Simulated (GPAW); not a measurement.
# AlN (Fm-3m) in GPAW: reference runs

Aim: a first look at AlN with PBE, on the cell as given and on a disturbed one.

All numbers are computed with GPAW 26.7.0; they aren't measurements. Logs are shortened: lines on timing, memory, paths and dates and some standing lists are left out, and cuts for length are marked. The log counts tension as positive stress, the text compression.

### 1 The crystal as given

The structure is cubic, space group Fm-3m (No. 225). Conventional cell: a = 4.069 Å, b = 4.069 Å, c = 4.069 Å, α = 90.00°, β = 90.00°, γ = 90.00°. Around Al (site symmetry m-3m) lie 6 N at 2.03 Å. N (site symmetry m-3m) is surrounded by 6 Al at 2.03 Å.

Measurements of this composition are mostly on another form, of space group No. 186.

### 2 Single point, PBE

The input, run.py:

```python
from ase import Atoms
from ase.dft.bandgap import bandgap
from ase.io import write
from ase.units import GPa
from gpaw import GPAW, PW

atoms = Atoms(['Al', 'N'],
              cell=[[0.0, 2.034518, 2.034518],
                    [2.034518, 0.0, 2.034518],
                    [2.034518, 2.034518, 0.0]],
              scaled_positions=[[0.5, 0.5, 0.5],
                                [0.0, 0.0, 0.0]],
              pbc=True)

calc = GPAW(mode=PW(800),
            xc='PBE',
            kpts={'size': (11, 11, 11), 'gamma': True},
            occupations={'name': 'fermi-dirac', 'width': 0.05},
            nbands=11,
            convergence={'density': 1e-05, 'energy': 1e-05},
            maxiter=150,
            txt='gpaw.txt')
atoms.calc = calc
energy = atoms.get_potential_energy()
forces = atoms.get_forces()
stress = atoms.get_stress()
calc.write('gs.gpw')
write('result.traj', atoms)
print(f'Energy: {energy:.6f} eV')
print('Forces (eV/A):')
print(forces.round(4))
print('Stress (GPa):', (stress / GPa).round(3))
print('Fermi level:', round(calc.get_fermi_level(), 4), 'eV')
print(f'Gap: {bandgap(calc)[0]:.4f} eV, direct: {bandgap(calc, direct=True)[0]:.4f} eV')
```

Potentials or basis: GPAW PAW data sets (gpaw-data 1.2.1), pw.

Started as:

```console
$ OMP_NUM_THREADS=1 python run.py
```

gpaw.txt:

```text
__  _  _
 | _ |_)|_||  |
 |__||  | ||/\| - 26.7.0

Input parameters:
  mode=PW(ecut=800.0),
  convergence={'density': 1e-05, 'energy': 1e-05},
  kpts=MonkhorstPack(size=(11, 11, 11), gamma=True),
  maxiter=150,
  nbands=11,
  occupations=Occupations(name='fermi-dirac', width=0.05),
  xc=XC(name='PBE')

Diagonalizing LCAO Hamiltonian
Converting LCAO to pw mode

              Al

       N

Atoms  # Å, Bohr magnetons
|   | symbol |        x |        y |        z |    initial magnetic moments |
|---|--------|----------|----------|----------|-----------------------------|
| 0 |     Al | 2.034518 | 2.034518 | 2.034518 | ( 0.0000,  0.0000,  0.0000) |
| 1 |      N | 0.000000 | 0.000000 | 0.000000 | ( 0.0000,  0.0000,  0.0000) |

Unit cell  # Å
| periodic |        x |        y |        z |  lengths |    angles |
|----------|----------|----------|----------|----------|-----------|
|      yes | 0.000000 | 2.034518 | 2.034518 | 2.877243 | 60.000000 |
|      yes | 2.034518 | 0.000000 | 2.034518 | 2.877243 | 60.000000 |
|      yes | 2.034518 | 2.034518 | 0.000000 | 2.877243 | 60.000000 |

Number of symmetries: 48
Symmetry operations  # r_c * U_cc + t_c -> r_c
|    | kind |            matrix            |
|----|------|------------------------------|
|  0 |  σ   |  1, 0, 0,  1, 0,-1,  1,-1, 0 |
|  1 |  C2  |  1, 0, 0,  1,-1, 0,  1, 0,-1 |
|  2 |  E   |  1, 0, 0,  0, 1, 0,  0, 0, 1 |
|  3 |  σ   |  1, 0, 0,  0, 0, 1,  0, 1, 0 |
|  4 |  C4  |  1, 0,-1,  1, 0, 0,  1,-1, 0 |
|  5 |  S6  |  1, 0,-1,  1,-1, 0,  1, 0, 0 |
|  6 |  σ   |  1, 0,-1,  0, 1,-1,  0, 0,-1 |
|  7 |  C3  |  1, 0,-1,  0, 0,-1,  0, 1,-1 |
|  8 |  S6  |  1,-1, 0,  1, 0, 0,  1, 0,-1 |
|  9 |  C4  |  1,-1, 0,  1, 0,-1,  1, 0, 0 |
| 10 |  C3  |  1,-1, 0,  0,-1, 1,  0,-1, 0 |
| 11 |  σ   |  1,-1, 0,  0,-1, 0,  0,-1, 1 |
| 12 |  σ   |  0, 1, 0,  1, 0, 0,  0, 0, 1 |
| 13 |  C4  |  0, 1, 0,  0, 1,-1, -1, 1, 0 |
| 14 |  C3  |  0, 1, 0,  0, 0, 1,  1, 0, 0 |
| 15 |  S6  |  0, 1, 0, -1, 1, 0,  0, 1,-1 |
| 16 |  C2  |  0, 1,-1,  1, 0,-1,  0, 0,-1 |
| 17 |  σ   |  0, 1,-1,  0, 1, 0, -1, 1, 0 |
| 18 |  S4  |  0, 1,-1,  0, 0,-1,  1, 0,-1 |
| 19 |  C4  |  0, 1,-1, -1, 1, 0,  0, 1, 0 |
| 20 |  C3  |  0, 0, 1,  1, 0, 0,  0, 1, 0 |
| 21 |  σ   |  0, 0, 1,  0, 1, 0,  1, 0, 0 |
| 22 |  S6  |  0, 0, 1,  0,-1, 1, -1, 0, 1 |
| 23 |  C4  |  0, 0, 1, -1, 0, 1,  0,-1, 1 |
| 24 |  S4  |  0, 0,-1,  1, 0,-1,  0, 1,-1 |
| 25 |  C3  |  0, 0,-1,  0, 1,-1,  1, 0,-1 |
| 26 |  C2  |  0, 0,-1,  0,-1, 0, -1, 0, 0 |
| 27 |  S6  |  0, 0,-1, -1, 0, 0,  0,-1, 0 |
| 28 |  S4  |  0,-1, 1,  1,-1, 0,  0,-1, 0 |
| 29 |  C4  |  0,-1, 1,  0, 0, 1, -1, 0, 1 |
| 30 |  C2  |  0,-1, 1,  0,-1, 0,  1,-1, 0 |
| 31 |  σ   |  0,-1, 1, -1, 0, 1,  0, 0, 1 |
| 32 |  C3  |  0,-1, 0,  1,-1, 0,  0,-1, 1 |
| 33 |  S6  |  0,-1, 0,  0, 0,-1, -1, 0, 0 |
| 34 |  S4  |  0,-1, 0,  0,-1, 1,  1,-1, 0 |
| 35 |  C2  |  0,-1, 0, -1, 0, 0,  0, 0,-1 |
| 36 |  C2  | -1, 1, 0,  0, 1, 0,  0, 1,-1 |
| 37 |  S6  | -1, 1, 0,  0, 1,-1,  0, 1, 0 |
| 38 |  S4  | -1, 1, 0, -1, 0, 1, -1, 0, 0 |
| 39 |  C3  | -1, 1, 0, -1, 0, 0, -1, 0, 1 |
| 40 |  S6  | -1, 0, 1,  0, 0, 1,  0,-1, 1 |
| 41 |  C2  | -1, 0, 1,  0,-1, 1,  0, 0, 1 |
| 42 |  C3  | -1, 0, 1, -1, 1, 0, -1, 0, 0 |
| 43 |  S4  | -1, 0, 1, -1, 0, 0, -1, 1, 0 |
| 44 |  C2  | -1, 0, 0,  0, 0,-1,  0,-1, 0 |
| 45 |  i   | -1, 0, 0,  0,-1, 0,  0, 0,-1 |
| 46 |  σ   | -1, 0, 0, -1, 1, 0, -1, 0, 1 |
| 47 |  C2  | -1, 0, 0, -1, 0, 1, -1, 1, 0 |

BZ-sampling:
  Number of BZ points: 1331
  Number of IBZ points: 56

  Monkhorst-Pack size: [11, 11, 11]
  Monkhorst-Pack shift: [0, 0, 0]

K-points  # in reciprocal-cell coordinates
|     |                                coordinates |     weight |
|-----|--------------------------------------------|------------|
|   0 | (  0.00000000,   0.00000000,   0.00000000) | 0.00075131 |
|   1 | (  0.09090909,   0.09090909,   0.00000000) | 0.00450789 |
|   2 | (  0.09090909,   0.09090909,   0.09090909) | 0.00601052 |
|   3 | (  0.18181818,   0.09090909,   0.09090909) | 0.00901578 |
|   4 | (  0.18181818,   0.18181818,   0.00000000) | 0.00450789 |
|   5 | (  0.18181818,   0.18181818,   0.09090909) | 0.01803156 |
|   6 | (  0.18181818,   0.18181818,   0.18181818) | 0.00601052 |
|   7 | (  0.27272727,   0.18181818,   0.09090909) | 0.01803156 |
|   8 | (  0.27272727,   0.18181818,   0.18181818) | 0.01803156 |
|   9 | (  0.27272727,   0.27272727,   0.00000000) | 0.00450789 |
| ... |                                            |            |
|  55 | (  0.45454545,   0.45454545,   0.45454545) | 0.00601052 |

Plane wave coefficients: 893
Cutoff: 800.0 eV

Spin-components: 1 (collinear spins)
Bands:           11
Projectors:      10
Spin-degeneracy: 2
Datatype:        complex128

Parallelization:
  kpt:    1
  domain: 1
  band:   1

Density:
  Valence electrons: 8.0
  Components: 1
  Grid points: [20 20 20]
  Charge: 0.0  # |e|

Potential:
  Grid points: [20 20 20]

species:
  Al:
    name:    Aluminium
    Z:       13.0
    valence: 3
    core:    10
    charge:  0.0  # [|e|]
    compensation charges:
      type: gauss
      rc: 0.34  # [Å]
      lmax: 2
    cutoffs:
      filter: 1.91  # [Å]
      core: 2.36  # [Å]
    projectors
    | kind |    occ | energy [eV] | rcut [Å] |
    |------|--------|-------------|----------|
    |   3s |  2.000 |      -7.753 |    1.085 |
    |   3p |  1.000 |      -2.712 |    1.085 |
    |    s |        |      19.459 |    1.085 |
    |    p |        |      24.499 |    1.085 |
    |    d |        |       0.000 |    1.085 |

    Using partial waves for Al as LCAO basis

  N:
    name:    Nitrogen
    Z:       7.0
    valence: 5
    core:    2
    charge:  0.0  # [|e|]
    compensation charges:
      type: gauss
      rc: 0.18  # [Å]
      lmax: 2
    cutoffs:
      filter: 1.11  # [Å]
      core: 0.96  # [Å]
    projectors
    | kind |    occ | energy [eV] | rcut [Å] |
    |------|--------|-------------|----------|
    |   2s |  2.000 |     -18.583 |    0.603 |
    |   2p |  3.000 |      -7.089 |    0.529 |
    |    s |        |       8.629 |    0.603 |
    |    p |        |      20.123 |    0.529 |
    |    d |        |       0.000 |    0.577 |

    Using partial waves for N as LCAO basis

Reference energy: -8085.144769  # eV

eigensolver:
  PPCG
  Converge bands: occupied
  niter=2

density mixing:
  MSR1-Mixer
  Pratt-step length: 0.05
  Maximum mixing coefficient: 0.75
  Old densities: 10
  SVD Regularization: 0.005
  Good broyden scale: 1.0
  Trust region scale: 1.0
  Backstep threshold: 4.0
  History deletion threshold: 6.0
  Fourier metric: weight=20.0, sigma=0.015

occupation numbers:
  Fermi-Dirac:
    width: 0.0500  # eV

poisson solver:
  ecut: 6400.0  # eV

xc functional:
  name: PBE with 2 nearest neighbor stencil

convergence criteria:
- Maximum integral of absolute [dens]ity change: 1e-05 electrons / valence electron
- Maximum [total energy] change in last 3 cyles: 1e-05 eV / valence electron
- Maximum integral of absolute [eigenst]ate change: 4e-08 eV^2 / valence electron
maximum number of iterations: 150

SCF iterations
|iter     | |      energy | eigst |  dens |
|---------|-|-------------|-------|-------|
|iter:   1| |  -15.969970 | -0.07 |       |
|iter:   2| |  -15.607968 | -2.42 | -0.63 |
|iter:   3| |  -14.514528 | -1.13 | -0.68 |
|iter:   4| |  -14.528050 | -3.43 | -1.33 |
|iter:   5| |  -14.534047 | -3.72 | -1.64 |
|iter:   6| |  -14.534085 | -5.77 | -2.88 |
|iter:   7| |  -14.534091c| -6.61 | -3.28 |
|iter:   8| |  -14.534091c| -7.90c| -4.82 |
|iter:   9| |  -14.534091c| -8.51c| -5.19c|

Converged in 9 steps
Energy contributions relative to reference atoms: (reference = -8085.144769)

Energy contributions:
  Kinetic:          12.802748
  Coulomb:          -9.547218
  Zero:              0.078713
  External:          0.000000
  Xc:              -17.868334
  Entropy:          -0.000000
  Spinorbit:         0.000000
  ----------------------------
  Free energy:     -14.534091
  Extrapolated:    -14.534091

dipole moment: (-10.082322, -10.082322, -10.082322)  # |e|*Ang

Fermi level: 10.705
Eigenvalues  # (at kpt = [0.000, 0.000, 0.000])
| band index |      eig [eV] | occ [0-2] |
|------------|---------------|-----------|
|          0 |        -7.651 |     2.000 |
|          1 |         9.744 |     2.000 |
|          2 |         9.744 |     2.000 |
|          3 |         9.744 |     2.000 |
|          4 |        15.145 |     0.000 |
|          5 |        21.823 |     0.000 |
|          6 |        21.823 |     0.000 |
|          7 |        21.823 |     0.000 |
|          8 |        27.023 |     0.000 |
|          9 |        27.420 |     0.000 |
|         10 |        27.421 |     0.000 |

Gap: 4.560 eV
Transition (v -> c):
  (s=0, k=0, n=3, [0.00, 0.00, 0.00]) -> (s=0, k=50, n=4, [0.45, 0.45, 0.00])
Direct/indirect transitions are different
Direct gap: 5.401 eV
Transition at: (s=0, k=0, n=3, [0.00, 0.00, 0.00])

Forces  # eV/Ang
|        x |        y |       z |
|----------|----------|---------|
| -0.00000 | -0.00000 | 0.00000 |  # Al   0
|  0.00000 | -0.00000 | 0.00000 |  # N    1

Stress tensor  # eV/Ang^3
|         x |         y |         z |
|-----------|-----------|-----------|
| -0.008028 | -0.000000 | -0.000000 |
| -0.000000 | -0.008028 | -0.000000 |
| -0.000000 | -0.000000 | -0.008028 |

# Writing to gs.gpw (mode='')
```

It took 10 s on 1 thread of Arm Neoverse V1, shared host; peak memory 0.14 GiB.

What came out:

* Free energy: -14.5341 eV
* Pressure: 1.3 GPa
* Band gap on the k mesh: 4.56 eV, indirect (least direct gap 5.40 eV)

Levels at points of the mesh, in eV from the valence-band top:
```csv
k point,band 1,band 2,band 3,band 4,band 5,band 6,band 7
"(0.00, 0.00, 0.00)",-17.40,0.00,0.00,0.00,5.40,12.08,12.08
```

Caveat: an odd mesh through Γ misses points on the zone boundary, where band edges often lie.

### 3 Single point, PBE (atoms moved at random, drawn with an rms of 0.05 Å)

Edit run.py of step 2 so:

```diff
@@ -1,4 +1,3 @@
-from ase import Atoms
 from ase.dft.bandgap import bandgap
-from ase.io import write
+from ase.io import read, write
 from ase.units import GPa
@@ -6,9 +5,3 @@
 
-atoms = Atoms(['Al', 'N'],
-              cell=[[0.0, 2.034518, 2.034518],
-                    [2.034518, 0.0, 2.034518],
-                    [2.034518, 2.034518, 0.0]],
-              scaled_positions=[[0.5, 0.5, 0.5],
-                                [0.0, 0.0, 0.0]],
-              pbc=True)
+atoms = read('AlN.xyz')
```

The input, AlN.xyz:

```xyz
2
Lattice="0.0000000000 2.0345180000 2.0345180000 2.0345180000 0.0000000000 2.0345180000 2.0345180000 2.0345180000 0.0000000000" Properties=species:S:1:pos:R:3 pbc="T T T"
Al     2.0250737674      2.0118839872      2.0580634768
N      0.0117737557     -0.0112712297     -0.0079122405
```

Potentials or basis: GPAW PAW data sets (gpaw-data 1.2.1), pw.

Started as:

```console
$ OMP_NUM_THREADS=1 python run.py
```

gpaw.txt:

```text
__  _  _
 | _ |_)|_||  |
 |__||  | ||/\| - 26.7.0

Input parameters:
  mode=PW(ecut=800.0),
  convergence={'density': 1e-05, 'energy': 1e-05},
  kpts=MonkhorstPack(size=(11, 11, 11), gamma=True),
  maxiter=150,
  nbands=11,
  occupations=Occupations(name='fermi-dirac', width=0.05),
  xc=XC(name='PBE')

Diagonalizing LCAO Hamiltonian
Converting LCAO to pw mode

              Al

       N

Atoms  # Å, Bohr magnetons
|   | symbol |        x |         y |         z |    initial magnetic moments |
|---|--------|----------|-----------|-----------|-----------------------------|
| 0 |     Al | 2.025074 |  2.011884 |  2.058063 | ( 0.0000,  0.0000,  0.0000) |
| 1 |      N | 0.011774 | -0.011271 | -0.007912 | ( 0.0000,  0.0000,  0.0000) |

Unit cell  # Å
| periodic |        x |        y |        z |  lengths |    angles |
|----------|----------|----------|----------|----------|-----------|
|      yes | 0.000000 | 2.034518 | 2.034518 | 2.877243 | 60.000000 |
|      yes | 2.034518 | 0.000000 | 2.034518 | 2.877243 | 60.000000 |
|      yes | 2.034518 | 2.034518 | 0.000000 | 2.877243 | 60.000000 |

Number of symmetries: 1
Symmetry operations  # r_c * U_cc + t_c -> r_c
|   | kind |            matrix            |
|---|------|------------------------------|
| 0 |  E   |  1, 0, 0,  0, 1, 0,  0, 0, 1 |

BZ-sampling:
  Number of BZ points: 1331
  Number of IBZ points: 666

[... 118 lines left out ...]
  name: PBE with 2 nearest neighbor stencil

convergence criteria:
- Maximum integral of absolute [dens]ity change: 1e-05 electrons / valence electron
- Maximum [total energy] change in last 3 cyles: 1e-05 eV / valence electron
- Maximum integral of absolute [eigenst]ate change: 4e-08 eV^2 / valence electron
maximum number of iterations: 150

SCF iterations
|iter     | |      energy | eigst |  dens |
|---------|-|-------------|-------|-------|
|iter:   1| |  -15.968285 | -0.07 |       |
|iter:   2| |  -15.605437 | -2.42 | -0.63 |
|iter:   3| |  -14.509115 | -1.13 | -0.68 |
|iter:   4| |  -14.522629 | -3.42 | -1.33 |
|iter:   5| |  -14.528628 | -3.72 | -1.64 |
|iter:   6| |  -14.528666 | -5.77 | -2.88 |
|iter:   7| |  -14.528672c| -6.61 | -3.28 |
|iter:   8| |  -14.528672c| -7.79c| -4.73 |
|iter:   9| |  -14.528672c| -8.63c| -5.20c|

Converged in 9 steps
Energy contributions relative to reference atoms: (reference = -8085.144769)

Energy contributions:
  Kinetic:          12.902374
  Coulomb:          -9.628301
  Zero:              0.078601
  External:          0.000000
  Xc:              -17.881346
  Entropy:          -0.000000
  Spinorbit:         0.000000
  ----------------------------
  Free energy:     -14.528672
  Extrapolated:    -14.528672

dipole moment: (-9.975360, -0.180652, -0.029319)  # |e|*Ang

Fermi level: 10.702
Eigenvalues  # (at kpt = [0.000, 0.000, 0.000])
| band index |      eig [eV] | occ [0-2] |
|------------|---------------|-----------|
|          0 |        -7.652 |     2.000 |
|          1 |         9.737 |     2.000 |
|          2 |         9.741 |     2.000 |
|          3 |         9.744 |     2.000 |
|          4 |        15.141 |     0.000 |
|          5 |        21.822 |     0.000 |
|          6 |        21.825 |     0.000 |
|          7 |        21.831 |     0.000 |
|          8 |        27.018 |     0.000 |
|          9 |        27.418 |     0.000 |
|         10 |        27.428 |     0.000 |

Gap: 4.554 eV
Transition (v -> c):
  (s=0, k=0, n=3, [0.00, 0.00, 0.00]) -> (s=0, k=610, n=4, [0.45, 0.00, 0.45])
Direct/indirect transitions are different
Direct gap: 5.397 eV
Transition at: (s=0, k=0, n=3, [0.00, 0.00, 0.00])

Forces  # eV/Ang
|        x |        y |        z |
|----------|----------|----------|
|  0.14601 |  0.07786 | -0.21805 |  # Al   0
| -0.14611 | -0.07764 |  0.21805 |  # N    1

Stress tensor  # eV/Ang^3
|         x |         y |         z |
|-----------|-----------|-----------|
| -0.009314 |  0.000051 | -0.000129 |
|  0.000051 | -0.008139 | -0.000067 |
| -0.000129 | -0.000067 | -0.011291 |

# Writing to gs.gpw (mode='')
```

It took 96 s on 1 thread of Arm Neoverse V1, shared host; peak memory 0.36 GiB.

What came out:

```
Free energy            : -14.5287 eV
Pressure               : 1.5 GPa
Largest force          : 0.274 eV/Å
Band gap on the k mesh : 4.55 eV, indirect (least direct gap 5.40 eV)
```

Forces on the atoms (eV/Å):
```
Al   0.146  0.078 -0.218
N   -0.146 -0.078  0.218
```

Levels at points of the mesh, in eV from the valence-band top:
```
           k point  band 2  band 3  band 4  band 5  band 6  band 7
(0.00, 0.00, 0.00)   -0.01    0.00    0.00    5.40   12.08   12.08
```

Caveat: an odd mesh through Γ misses points on the zone boundary, where band edges often lie.
